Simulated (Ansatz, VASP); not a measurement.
## MoS2: VASP beside Ansatz

The input INCAR:

```
SYSTEM = MoS2
PREC = Accurate ; ENCUT = 520
EDIFF = 1E-6 ; ISMEAR = 0
SIGMA = 0.05 ; LREAL = .False.
LASPH = .True. ; NELM = 150
ALGO = Fast ; ISIF = 2
LWAVE = .False. ; LCHARG = .False.
ISPIN = 2 ; MAGMOM = 2 -2 0 0 0 0
LORBIT = 11 ; LMAXMIX = 4
GGA = PE ; NBANDS = 39
```

KPOINTS

```
regular mesh
0
Gamma
  7 7 2
  0 0 0
```

The input POSCAR:

```
MoS2
1.0
    3.1610015200      0.0000000000      0.0000000000
   -1.5805007600      2.7375076200      0.0000000000
    0.0000000000      0.0000000000     12.2949997000
Mo S
2 4
Direct
    0.3333333333      0.6666666667      0.2500000000
    0.6666666667      0.3333333333      0.7500000000
    0.3333333333      0.6666666667      0.6275000000
    0.6666666667      0.3333333333      0.1275000000
    0.3333333333      0.6666666667      0.8725000000
    0.6666666667      0.3333333333      0.3725000000
```

Input for Ansatz:

```yaml
crystal:
  lattice:
    - [3.16100152, 0.0, 0.0]
    - [-1.58050076, 2.73750762, 0.0]
    - [0.0, 0.0, 12.2949997]
  atoms:
    - { symbol: Mo, position: [0.3333333333, 0.6666666667, 0.25], spin: 2.0 }
    - { symbol: Mo, position: [0.6666666667, 0.3333333333, 0.75], spin: -2.0 }
    - { symbol: S, position: [0.3333333333, 0.6666666667, 0.6275] }
    - { symbol: S, position: [0.6666666667, 0.3333333333, 0.1275] }
    - { symbol: S, position: [0.3333333333, 0.6666666667, 0.8725] }
    - { symbol: S, position: [0.6666666667, 0.3333333333, 0.3725] }
basis:
  ecutwfc: 420
  ecutrho_ratio: 4
kpoints:
  mp_grid: { grid: [7, 7, 2] }
hamiltonian:
  xc: pbe
scf:
  occupations: { method: gaussian, width: 0.05 }
  lower_state_search: "off"
  max_iter: 150
output:
  forces: true
  stress: true
  eigenvalues: true
  populations: true
  hubbard: { sites: [{ site: 0, l: d }, { site: 1, l: d }] }
magnetization:
  spin_polarized: true
```

Alike in both runs: task single point; functional PBE; k mesh 7 × 7 × 2; occupations gaussian, width 0.05 eV; collinear spin.

|  | VASP | Ansatz |
| --- | --- | --- |
| version | VASP 6.6.1 | Ansatz 0.2.0 |
| potentials or method | VASP PAW PBE potentials, release 64 (Mo_sv, S) | scalar-relativistic, plane waves, PAW |
| plane-wave cutoff (eV) | 520 | 420 |
| valence electrons in the cell | 52 | 52 |

VASP gave:

* gap on the k mesh at the Fermi level (eV): 1.00
* least direct gap on the mesh (eV): 1.99
* pressure (GPa): 8.7
* largest component of the traceless stress (GPa): 4.38
* rms of the force components (eV/Å): 0.564
* net moment per atom (μB): 0.00

Problem. What did Ansatz give for the same quantities?

Solution. gap on the k mesh at the Fermi level (eV): 0.98; least direct gap on the mesh (eV): 1.98; pressure (GPa): 8.9; largest component of the traceless stress (GPa): 4.43; rms of the force components (eV/Å): 0.573; net moment per atom (μB): 0.00.

Atom by atom the forces differ by 0.009 eV/Å (rms over components). Ansatz warned: «seeded_moment_not_kept».

Caveats: an odd mesh through Γ misses points on the zone boundary, where band edges often lie; this functional lacks dispersion, which binds the layers, so the pressure and a relaxed spacing across them are unreliable; forces of over 1 eV/Å show positions far from the minimum, so gaps and moduli don't describe the material at rest. PBE gaps usually lie below the measured ones, often by a third to a half.
